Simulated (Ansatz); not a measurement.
**SiC: sliding across a plane**

Aim: for SiC, slide the crystal rigidly across a (0 0 1) plane.

Method: DFT r2SCAN, scalar-relativistic, plane waves, PAW, in Ansatz 0.2.0.

1 further run of the same task is left out (set aside as unsound or not needed).

### 1 The system as given

Symmetry: P6_3mc, No. 186, hexagonal system. Conventional cell: a = 3.078 Å, b = 3.078 Å, c = 10.077 Å, α = 90.00°, β = 90.00°, γ = 120.00°. Around Si (site symmetry 3m) lie 4 C at 1.89 Å. Si (site symmetry 3m) is surrounded by 4 C at 1.88 to 1.89 Å. C (site symmetry 3m) has 4 Si at 1.88 to 1.89 Å as nearest neighbours. C (site symmetry 3m) has 4 Si at 1.89 Å as nearest neighbours.

Structure file:

```xyz
8
Lattice="-1.5388 -2.6652 0.0000 1.5388 -2.6652 0.0000 0.0000 0.0000 10.0768" Properties=species:S:1:pos:R:3 pbc="T T T"
Si    0.0000   -1.7768    9.4504
Si    0.0000   -3.5537    4.4120
Si    0.0000    0.0000    6.9317
Si    0.0000    0.0000    1.8934
C     0.0000   -1.7768    7.5556
C     0.0000   -3.5537    2.5172
C    -1.5388   -2.6652    5.0431
C    -1.5388   -2.6652    0.0047
```

It goes back to an entry of the Materials Project.

It is the result of an earlier relaxation at this level (volume 10.33 Å³/atom; gap on the mesh: 2.60 eV).

### 2 Zero of energy

The reference gives a free energy of -3565.3338 eV, pressure 0.00 GPa, largest force 0.001 eV/Å and gap on the mesh 2.60 eV. It was computed beforehand with the settings of the runs below.

### 3 Setting up sliding across a plane

The cut lies on the cell's a–b face, a (0 0 1) plane of area 8.20 Å², between layers 1.89 Å apart (C below, Si above); the cell is 10.1 Å thick. Vector c is tilted by f times 1·a + 0·b (length 3.078 Å) with the atoms' Cartesian places fixed: one unrelaxed fault per cell.

### 4 f = 0.200

Contents of input.yaml:

```yaml
crystal:
  lattice:
    - [-1.5387796673, -2.6652445653, 0.0]
    - [1.5387796672, -2.6652445654, 0.0]
    - [-0.3077559335, -0.5330489131, 10.076769165]
  atoms:
    - { symbol: Si, position: [0.2145258095, 0.3333333333, 0.5940376193] }
    - { symbol: Si, position: [0.6478591428, 0.6666666667, 0.0940376193] }
    - { symbol: Si, position: [-0.0688186364, 0.0, 0.3440931819] }
    - { symbol: Si, position: [-0.1688186364, 0.0, 0.8440931819] }
    - { symbol: C, position: [0.2521325325, 0.3333333333, 0.4060040042] }
    - { symbol: C, position: [0.4854658658, 0.6666666667, 0.9060040042] }
    - { symbol: C, position: [0.9686671611, 0.0, 0.1566641945] }
    - { symbol: C, position: [0.8686671611, 0.0, 0.6566641945] }
basis:
  ecutwfc: 500
kpoints:
  mp_grid: { grid: [8, 8, 3] }
hamiltonian:
  xc: r2scan
scf:
  occupations: { method: gaussian, width: 0.05 }
output:
  forces: true
  stress: true
  eigenvalues: true
```

On the command line:

```
ansatz run input.yaml --threads 2 --pin off --max-ram 5120MiB --backend cpu --events-out ev --progress --plain --runs-dir out
```

The program printed (excerpt; [...] marks lines left out):

```text
Warning: RAYON_NUM_THREADS=2 ignored (pool sized by the plan → 2); use --threads N
[...]
Pseudopotentials: kind: paw
Pseudopotential: Si, paw, valence charge 4, recommended cutoff 500 eV (meta_gga), Si.paw.azcp
Pseudopotential: C, paw, valence charge 4, recommended cutoff 500 eV (meta_gga), C.paw.azcp
Functional definition: r2SCAN
[...]
Crystal: 8 atoms, lattice volume = 82.654 Å³
Basis set: ecut = 500 eV, 2125 PW (Γ), exchange–correlation on 96×96×300 points (64 copies of the dense FFT grid, shifted against one another)
Bands: 24, of which v1, the nominal top of the filled ones, is band 16 counted from 1 (15 counted from 0)
Symmetry: 1 space group operations
Space group: P1 (ITA 1), of the structure as read, at distance tolerance 4.4e-5 Å
k-points: 98 of 192 (time reversal used)
[...]
SCF iter   1: F=—  HF=-3564.553108 eV  |F-HF|=—  |Δ(HF+E_count)|=         —  Δρ=6.10e-3  dr2=2.19e-2  dr2_τ=7.61e-1  ethr=1.77e-3  ⟨swp⟩=6.4  Hψ=13517  notcnv=0  defer=19
[...]
SCF iter   9: F=-3564.731645 eV  HF=-3564.731645 eV  |F-HF|=3.12e-9  |Δ(HF+E_count)|=   1.94e-8  Δρ=3.95e-6  dr2=5.89e-9  dr2_τ=1.39e-10  ethr=3.13e-10  ⟨swp⟩=9.1  Hψ=9395  notcnv=0
[...]
SCF converged after 9 iterations
Free energy (F): -3564.731645 eV
[...]
E sigma→0 (E₀):  -3564.731645 eV
Fermi energy:    10.635559 eV
[...]
--- Forces (eV/Å), atoms counted from 1 ---
  atom   1  Si     0.02756741     0.03826120     0.05456495
  atom   2  Si     0.71219138     1.52755758    -0.33322102
  atom   3  Si     0.11473331     0.08738331     0.11762937
  atom   4  Si     0.06805126    -0.20469164    -0.14645402
  atom   5  C      0.00305209     0.00730559    -0.04861160
  atom   6  C     -1.02961807    -1.25275833     0.33716262
  atom   7  C      0.19715134    -0.08702362     0.10753987
  atom   8  C     -0.09312261    -0.11604244    -0.08862399
[...]
--- Stress (GPa, compression-positive) ---
        0.730704      -0.650975       5.287495
       -0.650979      -3.148785       7.271757
        5.287496       7.271757       0.582900
  P = ⅓ Tr σ = -0.6117 GPa (-6.117 kbar)
--- Band table (eV; the first three rows and the last of 98) ---
  k-point 0: bands = ["-6.8083", "-5.6021", "-5.5357", "-3.1793", "0.5965", "4.8683", "5.0677", "8.2313", "8.2999", "8.5822", "8.7053", "8.8292", "8.8891", "9.2710", "9.4434", "9.8231", "15.1577", "15.4524", "15.8803", "16.3292", "16.6910", "16.9626", "17.0399"]
[...]
```

Wall time 7.9 s (2 threads of AMD EPYC 9R45 (Zen 5), shared host); peak memory 0.62 GiB.

### 5 f = 0.400

Contents of input.yaml:

```yaml
crystal:
  lattice:
    - [-1.5387796673, -2.6652445653, 0.0]
    - [1.5387796672, -2.6652445654, 0.0]
    - [-0.6155118669, -1.0660978261, 10.076769165]
  atoms:
    - { symbol: Si, position: [0.0957182856, 0.3333333333, 0.5940376193] }
    - { symbol: Si, position: [0.6290516189, 0.6666666667, 0.0940376193] }
    - { symbol: Si, position: [-0.1376372728, 0.0, 0.3440931819] }
    - { symbol: Si, position: [-0.3376372728, 0.0, 0.8440931819] }
    - { symbol: C, position: [0.1709317317, 0.3333333333, 0.4060040042] }
    - { symbol: C, position: [0.304265065, 0.6666666667, 0.9060040042] }
    - { symbol: C, position: [0.9373343222, 0.0, 0.1566641945] }
    - { symbol: C, position: [0.7373343222, 0.0, 0.6566641945] }
basis:
  ecutwfc: 500
kpoints:
  mp_grid: { grid: [8, 8, 3] }
hamiltonian:
  xc: r2scan
scf:
  occupations: { method: gaussian, width: 0.05 }
output:
  forces: true
  stress: true
  eigenvalues: true
  write_density: true
  write_potential: true
  elf: true
  volumetric_format: npy
```

On the command line:

```
ansatz run input.yaml --threads 2 --pin off --max-ram 5120MiB --backend cpu --events-out ev --progress --plain --runs-dir out
```

The program printed (excerpt; [...] marks lines left out):

```text
Warning: RAYON_NUM_THREADS=2 ignored (pool sized by the plan → 2); use --threads N
[...]
[... 4 set-up lines as earlier in the session ...]
[...]
Crystal: 8 atoms, lattice volume = 82.654 Å³
Basis set: ecut = 500 eV, 2117 PW (Γ), exchange–correlation on 96×96×300 points (64 copies of the dense FFT grid, shifted against one another)
Bands: 24, of which v1, the nominal top of the filled ones, is band 16 counted from 1 (15 counted from 0)
[... 2 set-up lines as earlier in the session ...]
k-points: 98 of 192 (time reversal used)
[...]
SCF converged after 9 iterations
Free energy (F): -3563.405785 eV
[...]
E sigma→0 (E₀):  -3563.405785 eV
Fermi energy:    10.323504 eV
[...]
--- Forces (eV/Å), atoms counted from 1 ---
  atom   1  Si     0.03645920     0.03668700     0.10577655
  atom   2  Si     0.47403887     1.45983040    -0.37306358
  atom   3  Si     0.26212747    -0.01136316     0.30099836
  atom   4  Si     0.36109372    -0.23723394    -0.18830586
  atom   5  C     -0.00860677     0.00717628    -0.07954944
  atom   6  C     -1.62464209    -0.89673699    -0.01614459
  atom   7  C      0.66086546    -0.27153079     0.45984497
  atom   8  C     -0.16133657    -0.08688107    -0.20958816
[...]
--- Stress (GPa, compression-positive) ---
       -0.570347      -3.277684       8.001781
       -3.277683      -7.862784       5.170112
        8.001779       5.170111       4.226174
  P = ⅓ Tr σ = -1.4023 GPa (-14.023 kbar)
--- Band table (eV; the first three rows and the last of 98) ---
[... band rows left out ...]
[...]
```

Wall time 9.8 s (2 threads of AMD EPYC 9R45 (Zen 5), shared host); peak memory 0.63 GiB.

Density in a lattice plane of the grid's cell (edges 3.08 and 10.15 Å, at 0.000 of the third edge), which holds Si and C.

Ten even steps from ' ' (0.05 e/Å³) to '@' (1.78 e/Å³):
```
................
::::::::......::
::::::::..    ::
..    ..........
..      ::====::
::    ..--##@@++
==....::++@@@@@@
--::....--++**++
....    ........
                
  ..........    
::::::::::::..  
..::::::::::    
....      ......
==..      ..--==
%%==..    ..++@@
@@##--....::**@@
**==::....::==++
......    ......
                
```
Columns run along the first of these edges and rows up along the second, over one cell in 8 and 20 even steps from the bottom left corner. Atoms in the plane (fractional): Si at (0.86, 0.34), Si at (0.66, 0.84), C at (0.94, 0.16), C at (0.74, 0.66).

ELF in the same plane.

Ten even steps from ' ' (0.02) to '@' (0.93):
```
++++++++--::--++
%%######==..--%%
%%####%%::==..++
--::------------
==    ::##@@@@%%
##--..++####**##
%%**--##%%==  **
%%##--**%%%%**##
==--::::========
  ::====::      
--++****++==::..
++%%####%%##::..
::######%%**..++
------::------==
@@**..  ..++@@@@
####++..::**##**
..%%%%====%%%%..
**%%%%++==%%@@##
--------::====--
  ..::::::....  
```
Columns run along the first of these edges and rows up along the second, over one cell in 8 and 20 even steps from the bottom left corner. Atoms in the plane (fractional): Si at (0.86, 0.34), Si at (0.66, 0.84), C at (0.94, 0.16), C at (0.74, 0.66).

Both are smooth fields of the valence electrons: close to the nuclei they are not physical.

Maxima of ELF outside the ion cores: 0.93 on the Si–C line, 0.9 Å from Si.

### 6 At f = 0.100

Contents of input.yaml:

```yaml
crystal:
  lattice:
    - [-1.5387796673, -2.6652445653, 0.0]
    - [1.5387796672, -2.6652445654, 0.0]
    - [-0.1538779667, -0.2665244565, 10.076769165]
  atoms:
    - { symbol: Si, position: [0.2739295714, 0.3333333333, 0.5940376193] }
    - { symbol: Si, position: [0.6572629047, 0.6666666667, 0.0940376193] }
    - { symbol: Si, position: [-0.0344093182, 0.0, 0.3440931819] }
    - { symbol: Si, position: [-0.0844093182, 0.0, 0.8440931819] }
    - { symbol: C, position: [0.2927329329, 0.3333333333, 0.4060040042] }
    - { symbol: C, position: [0.5760662662, 0.6666666667, 0.9060040042] }
    - { symbol: C, position: [0.9843335805, 0.0, 0.1566641945] }
    - { symbol: C, position: [0.9343335806, 0.0, 0.6566641945] }
basis:
  ecutwfc: 500
kpoints:
  mp_grid: { grid: [8, 8, 3] }
hamiltonian:
  xc: r2scan
scf:
  occupations: { method: gaussian, width: 0.05 }
output:
  forces: true
  stress: true
  eigenvalues: true
```

On the command line:

```
ansatz run input.yaml --threads 2 --pin off --max-ram 5120MiB --backend cpu --events-out ev --progress --plain --runs-dir out
```

The program printed (excerpt; [...] marks lines left out):

```text
[...]
SCF converged after 9 iterations
Free energy (F): -3565.180605 eV
[...]
E sigma→0 (E₀):  -3565.180605 eV
Fermi energy:    10.716134 eV
[...]
--- Forces (eV/Å), atoms counted from 1 ---
  atom   1  Si     0.01366459     0.02109637     0.01662230
  atom   2  Si     0.41007078     0.79836510    -0.12826406
  atom   3  Si     0.04906712     0.05745054     0.03368827
  atom   4  Si    -0.01006441    -0.10758804    -0.04484146
  atom   5  C      0.00276659     0.00514783    -0.01535058
  atom   6  C     -0.46872228    -0.67729989     0.13820849
  atom   7  C      0.04674894    -0.03369747     0.02536820
  atom   8  C     -0.04352952    -0.06348508    -0.02545769
[...]
--- Stress (GPa, compression-positive) ---
        0.521745       0.010783       2.561506
        0.010782      -1.083998       3.990797
        2.561502       3.990794      -0.007193
  P = ⅓ Tr σ = -0.1898 GPa (-1.898 kbar)
--- Band table (eV; the first three rows and the last of 98) ---
  k-point 0: bands = ["-6.8179", "-5.6033", "-5.5578", "-3.1885", "0.5581", "4.8767", "4.9657", "8.2010", "8.2438", "8.6813", "8.7371", "8.7437", "8.8701", "9.3045", "9.4404", "9.6269", "15.1214", "15.6877", "16.1017", "16.3391", "16.7750", "16.9546", "16.9984"]
[...]
```

It took 7.7 s on 2 threads of AMD EPYC 9R45 (Zen 5), shared host; peak memory 0.61 GiB.

### 7 At f = 0.300

Contents of input.yaml:

```yaml
crystal:
  lattice:
    - [-1.5387796673, -2.6652445653, 0.0]
    - [1.5387796672, -2.6652445654, 0.0]
    - [-0.4616339002, -0.7995733696, 10.076769165]
  atoms:
    - { symbol: Si, position: [0.1551220475, 0.3333333333, 0.5940376193] }
    - { symbol: Si, position: [0.6384553809, 0.6666666667, 0.0940376193] }
    - { symbol: Si, position: [-0.1032279546, 0.0, 0.3440931819] }
    - { symbol: Si, position: [-0.2532279546, 0.0, 0.8440931819] }
    - { symbol: C, position: [0.2115321321, 0.3333333333, 0.4060040042] }
    - { symbol: C, position: [0.3948654654, 0.6666666667, 0.9060040042] }
    - { symbol: C, position: [0.9530007416, 0.0, 0.1566641945] }
    - { symbol: C, position: [0.8030007416, 0.0, 0.6566641945] }
basis:
  ecutwfc: 500
kpoints:
  mp_grid: { grid: [8, 8, 3] }
hamiltonian:
  xc: r2scan
scf:
  occupations: { method: gaussian, width: 0.05 }
output:
  forces: true
  stress: true
  eigenvalues: true
```

On the command line:

```
ansatz run input.yaml --threads 2 --pin off --max-ram 5120MiB --backend cpu --events-out ev --progress --plain --runs-dir out
```

The program printed (excerpt; [...] marks lines left out):

```text
[...]
SCF converged after 9 iterations
Free energy (F): -3564.066243 eV
[...]
E sigma→0 (E₀):  -3564.066243 eV
Fermi energy:    10.470249 eV
[...]
--- Forces (eV/Å), atoms counted from 1 ---
  atom   1  Si     0.03794097     0.04715020     0.09005180
  atom   2  Si     0.79180814     1.86685235    -0.38885808
  atom   3  Si     0.19051151     0.07341574     0.21644281
  atom   4  Si     0.20893474    -0.24237358    -0.21144378
  atom   5  C     -0.00071264     0.00636761    -0.07501587
  atom   6  C     -1.51448479    -1.46419256     0.26928287
  atom   7  C      0.42471891    -0.14695671     0.25987704
  atom   8  C     -0.13872403    -0.14030836    -0.16034595
[...]
--- Stress (GPa, compression-positive) ---
        0.461445      -1.837802       7.509390
       -1.837804      -5.793777       8.391297
        7.509388       8.391295       2.253057
  P = ⅓ Tr σ = -1.0264 GPa (-10.264 kbar)
--- Band table (eV; the first three rows and the last of 98) ---
  k-point 0: bands = ["-6.7991", "-5.6000", "-5.5108", "-3.1669", "0.6396", "4.8596", "5.2002", "8.2711", "8.3346", "8.4447", "8.7161", "8.9000", "8.9777", "9.2795", "9.4550", "9.9395", "14.8805", "15.2958", "15.9342", "16.2919", "16.7522", "16.9780", "17.0787"]
[...]
```

Run time: 7.6 s. Hardware: 2 threads of AMD EPYC 9R45 (Zen 5), shared host; peak memory 0.62 GiB.

### 8 At f = 0.500

Contents of input.yaml:

```yaml
crystal:
  lattice:
    - [-1.5387796673, -2.6652445653, 0.0]
    - [1.5387796672, -2.6652445654, 0.0]
    - [-0.7693898337, -1.3326222827, 10.076769165]
  atoms:
    - { symbol: Si, position: [0.0363145237, 0.3333333333, 0.5940376193] }
    - { symbol: Si, position: [0.619647857, 0.6666666667, 0.0940376193] }
    - { symbol: Si, position: [-0.172046591, 0.0, 0.3440931819] }
    - { symbol: Si, position: [-0.422046591, 0.0, 0.8440931819] }
    - { symbol: C, position: [0.1303313312, 0.3333333333, 0.4060040042] }
    - { symbol: C, position: [0.2136646646, 0.6666666667, 0.9060040042] }
    - { symbol: C, position: [0.9216679027, 0.0, 0.1566641945] }
    - { symbol: C, position: [0.6716679027, 0.0, 0.6566641945] }
basis:
  ecutwfc: 500
kpoints:
  mp_grid: { grid: [8, 8, 3] }
hamiltonian:
  xc: r2scan
scf:
  occupations: { method: gaussian, width: 0.05 }
output:
  forces: true
  stress: true
  eigenvalues: true
```

On the command line:

```
ansatz run input.yaml --threads 2 --pin off --max-ram 5120MiB --backend cpu --events-out ev --progress --plain --runs-dir out
```

The program printed (excerpt; [...] marks lines left out):

```text
Warning: crystal.symmetry: narrowed to the stabiliser of the k-point mesh — unitary ops 2 → 1; excluded 1 operation that carries a point of the 8×8×3 mesh (shift [0, 0, 0]) off the mesh (the run samples exactly the mesh kpoints.mp_grid names, as under crystal.symmetry.detect: false, and [...]
Warning: RAYON_NUM_THREADS=2 ignored (pool sized by the plan → 2); use --threads N
[...]
[... 4 set-up lines as earlier in the session ...]
[...]
Crystal: 8 atoms, lattice volume = 82.654 Å³
Basis set: ecut = 500 eV, 2101 PW (Γ), exchange–correlation on 96×96×300 points (64 copies of the dense FFT grid, shifted against one another)
Bands: 24, of which v1, the nominal top of the filled ones, is band 16 counted from 1 (15 counted from 0)
[... 1 set-up line as earlier in the session ...]
k-points: 98 of 192 (time reversal used)
[...]
SCF iter   1: F=—  HF=-3562.934593 eV  |F-HF|=—  |Δ(HF+E_count)|=         —  Δρ=7.96e-3  dr2=5.96e-2  dr2_τ=7.44e-1  ethr=1.77e-3  ⟨swp⟩=6.3  Hψ=13485  notcnv=0  defer=46
[...]
SCF iter   9: F=-3563.109023 eV  HF=-3563.109023 eV  |F-HF|=8.12e-9  |Δ(HF+E_count)|=  8.87e-10  Δρ=6.59e-6  dr2=1.76e-8  dr2_τ=4.11e-10  ethr=3.13e-10  ⟨swp⟩=9.6  Hψ=10016  notcnv=0
[...]
SCF converged after 9 iterations
Free energy (F): -3563.109023 eV
[...]
E sigma→0 (E₀):  -3563.109023 eV
Fermi energy:    10.390524 eV
[...]
--- Forces (eV/Å), atoms counted from 1 ---
  atom   1  Si     0.01331931    -0.00780222     0.10887425
  atom   2  Si    -0.30585649     0.17678942    -0.37702353
  atom   3  Si     0.26321646    -0.15187110     0.34298774
  atom   4  Si     0.43406525    -0.25029429    -0.15961745
  atom   5  C     -0.01448653     0.00812069    -0.07842515
  atom   6  C     -1.02254539     0.58961583    -0.16858490
  atom   7  C      0.74981803    -0.43285455     0.55461411
  atom   8  C     -0.11751800     0.06827872    -0.22286547
[...]
--- Stress (GPa, compression-positive) ---
       -2.381500      -4.577531       4.968370
       -4.577530      -7.670602      -2.869247
        4.968370      -2.869246       5.090257
  P = ⅓ Tr σ = -1.6539 GPa (-16.539 kbar)
--- Band table (eV; the first three rows and the last of 98) ---
[... band rows left out ...]
[...]
```

Run time: 7.8 s. Hardware: 2 threads of AMD EPYC 9R45 (Zen 5), shared host; peak memory 0.62 GiB.

### 9 The scan collected

Collected from the runs (energy zero: the undisturbed cell):

```tsv
f	γ (mJ/m²)	shear traction (GPa)	gap on the mesh (eV)
0.000	0	0.0	2.60
0.100	299	19.4	2.18
0.200	1176	36.8	1.62
0.300	2476	45.3	1.06
0.400	3766	34.5	0.76
0.500	4346	0.0	0.84
```

Not run, since symmetry makes them alike: 0.600 repeats 0.400, 0.800 repeats 0.200, 0.700 repeats 0.300, 0.900 repeats 0.100. Energy, pressure and gap are the same there.

### 10 Summary of results

| quantity | value |
| --- | --- |
| highest fault energy sampled | 4346 mJ/m² at f = 0.500 |
| largest shear traction sampled | 45.3 GPa |

Of the points run, the one at f = 0.500 is highest, 4346 mJ/m². Nothing is relaxed, so these energies are upper bounds; letting the layers move apart would lower them. The gap on the mesh stays between 0.76 and 2.60 eV.
